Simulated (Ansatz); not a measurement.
Ta2C:

```
Ta C
1.0
     3.10590    0.00000    0.00000
    -1.55295    2.68979    0.00000
     0.00000    0.00000    4.94640
Ta C
2 1
Direct
  0.66667 0.33333 0.74799
  0.33333 0.66667 0.25201
  0.00000 0.00000 0.00000
```

Base run:

| Property | Result |
| --- | --- |
| Program | Ansatz 0.2.0 |
| Functional | LDA |
| Potentials or basis | Ansatz PAW |
| Cutoff | 420 eV |
| Density cutoff | 1680 eV |
| k mesh | 10 × 10 × 6 |
| Occupations | fermi-dirac, width 0.05 eV |
| Spin | no spin polarisation |

Its results: band gap on the k mesh none (metal or under the smearing width); pressure -8.3 GPa; largest force 0.134 eV/Å.

After a change of settings the same cell gave: band gap on the k mesh none (metal or under the smearing width); pressure 1.1 GPa; largest force 0.248 eV/Å. Which change was it?
A. occupations from fermi-dirac, width 0.05 eV to gaussian, width 0.02 eV
B. functional from LDA to r2SCAN; cutoff from 420 eV to 500 eV; density cutoff from 1680 eV to 2000 eV
C. functional from LDA to PBEsol; spin from no spin polarisation to spin-orbit coupling, no magnetisation; potential files from those of the base run to others of the same set

B.

Caveats: the PAW data sets come from PBE, with cores solved anew for the run's functional, which leaves a small shift of forces and pressure.

Not every run made on this cell is shown here.
